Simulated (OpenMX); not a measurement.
TaS2:

```
Ta S
1.0
     3.35000    0.00000    0.00000
    -1.67500    2.90119    0.00000
     0.00000    0.00000    5.86000
Ta S
1 2
Direct
  0.00000 0.00000 0.00000
  0.66667 0.33333 0.75000
  0.33333 0.66667 0.25000
```

Base run:

```yaml
Program: OpenMX 3.8.5
Functional: PBE
Potentials_or_basis: OpenMX 2013 PBE set, Ta7.0-s3p2d2, S7.0-s2p2d1, grid cutoff 400 Ry
k_mesh: 9 × 9 × 5
Occupations: fermi-dirac, width 0.05 eV
Spin: no spin polarisation
```

Its results: pressure 11.1 GPa; largest force 1.578 eV/Å.

**Question.** The run is repeated on the same cell with these changes: functional from PBE to LDA; potentials or basis from OpenMX 2013 PBE set, Ta7.0-s3p2d2, S7.0-s2p2d1, grid cutoff 400 Ry to OpenMX 2013 LDA set, Ta7.0-s3p2d2f1, S7.0-s2p2d1f1, grid cutoff 400 Ry. What comes out?

**Answer.** Pressure 1.7 GPa; largest force 0.872 eV/Å.

Caveats: the basis of atomic orbitals isn't converged, which shifts pressures, moduli and gaps; this functional lacks dispersion, which binds the layers, so the pressure and a relaxed spacing across them are unreliable (some runs); forces of over 1 eV/Å show positions far from the minimum, so gaps and moduli don't describe the material at rest (some runs).
